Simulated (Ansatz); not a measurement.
# a series on the perovskite structure: BeHgO3, MgHgO3, SrHgO3, BaHgO3: a table of relaxed lattice constants and trends

Program: Ansatz's Python interface.

Notebook, run cell by cell (the value of a cell's last expression is shown):

In [1]:
```python
import warnings

import ansatz
import matplotlib.pyplot as plt
import numpy as np
import pandas as pd
```

In [2]:
```python
XC = "pbesol"
K_SPACING = 0.33
SMEARING = "gaussian"
SMEARING_WIDTH = 0.1
```

In [3]:
```python
def perovskite(a_site, b_site, x_site, a):
    return (
        ansatz.Lattice.cubic(a)
        .space_group(221)
        .atom(a_site, (0, 0, 0))
        .atom(b_site, (0.5, 0.5, 0.5))
        .atom(x_site, (0.5, 0.5, 0))
    )
```

In [4]:
```python
def ground_state(name, crystal):
    calc = (
        crystal.calculation()
        .functional(XC)
        .basis(34 * ansatz.Ry)
        .kpoints(spacing=K_SPACING)
        .occupations(SMEARING, width=SMEARING_WIDTH)
        .stress()
        .band_table()
    )
    calc = calc.relax(force_tolerance=0.01, max_steps=40, cell=True)
    return calc.run(threads=1)
```

In [5]:
```python
def volume_per_atom(outcome):
    return abs(np.linalg.det(outcome.lattice.cell_ang)) / len(outcome.lattice.sites)
```

In [6]:
```python
# rough a for each member; the cell is relaxed
warnings.simplefilter("ignore")
```

In [7]:
```python
phases = {}
phases["BeHgO3"] = perovskite("Be", "Hg", "O", 3.34)
phases["MgHgO3"] = perovskite("Mg", "Hg", "O", 3.77)
phases["SrHgO3"] = perovskite("Sr", "Hg", "O", 4.24)
phases["BaHgO3"] = perovskite("Ba", "Hg", "O", 4.4)
```

In [8]:
```python
done = {name: ground_state(name, crystal) for name, crystal in phases.items()}

rows = [(name, float(np.linalg.norm(o.lattice.cell_ang[0])), volume_per_atom(o)) for name, o in done.items()]
print(pd.DataFrame(rows, columns=["compound", "a (A)", "V (A^3/atom)"]).round(4).to_string(index=False))
plt.figure(figsize=(4.5, 3))
plt.bar([row[0] for row in rows], [row[2] for row in rows])
plt.ylabel("V (A^3/atom)")
plt.tight_layout()
plt.savefig("series.png", dpi=100)
```
```text
compound  a (A)  V (A^3/atom)
  BeHgO3 4.0303       13.0932
  MgHgO3 4.0657       13.4410
  SrHgO3 4.1416       14.2077
  BaHgO3 4.2083       14.9051
```

From smallest to largest: BeHgO3 (13.09 Å³), MgHgO3 (13.44 Å³), SrHgO3 (14.21 Å³) and BaHgO3 (14.91 Å³). The largest is 14 % above the smallest.

What to keep in mind:
- Spin-orbit coupling, which matters for elements this heavy, is left out.
- The cells are built on a prototype by substitution; a member may or may not take this structure in nature.
- Finished in 78 s on 1 thread of Arm Neoverse V1, with other jobs on the host, peak memory 0.53 GiB.
